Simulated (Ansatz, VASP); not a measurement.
**Cu in VASP and in Ansatz**

```
CELL_PARAMETERS angstrom
2.35937 0.00000 0.00000
0.00000 2.35937 0.00000
0.00000 0.00000 2.35937
ATOMIC_POSITIONS crystal
Cu 0.00000 0.00000 0.00000
```

Alike in both runs: functional PBEsol; k mesh 8 × 8 × 8; occupations gaussian, width 0.1 eV; no spin polarisation.

Ansatz relaxed the structure, and its values are those at the end. VASP's run is a single point on that final structure, the one shown.

```csv
,VASP,Ansatz
version,VASP 6.6.1,Ansatz 0.2.0
potentials or method,"VASP PAW PBE potentials, release 64 (Cu)","scalar-relativistic, plane waves, PAW"
plane-wave cutoff (eV),520,420
valence electrons in the cell,11,19
```

Ansatz gave:

```
gap on the k mesh at the Fermi level (eV) : none
pressure (GPa)                            : 0.1
```

Task: Which values does VASP return?

Result: gap on the k mesh at the Fermi level (eV): none; pressure (GPa): 0.6.

A gap of «none» marks a metal or a gap that the smearing closes. The two sets of potentials don't hold the same shells in valence.

Caveats: the PAW data sets were made with another functional, which shifts forces and pressure a little (VASP).
